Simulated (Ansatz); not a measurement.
**Relaxing barium (hcp)**

Level of theory: DFT, revPBE, plane waves (420 eV) with PAW, scalar-relativistic (Ansatz 0.2.0). The PAW files were generated under PBE, with cores re-solved for the functional.

k-point mesh 8×8×5, Fermi-Dirac smearing 0.1 eV, no spin polarisation. Cell and atoms relax.

Starting structure:

```
Ba
1.0
     4.45449    0.00000    0.00000
    -2.22724    3.85770    0.00000
     0.00000    0.00000    7.27418
Ba
2
Direct
  0.33333 0.66667 0.25000
  0.66667 0.33333 0.75000
```

Q: What cell does the relaxation end in?

A: P6_3/mmc with a = 4.567 Å, c = 7.493 Å (c/a = 1.641); 67.68 Å³ per atom against 62.50 at the start (8.3 %).

Q: How much energy does the relaxation gain?

A: 11.1 meV per atom.
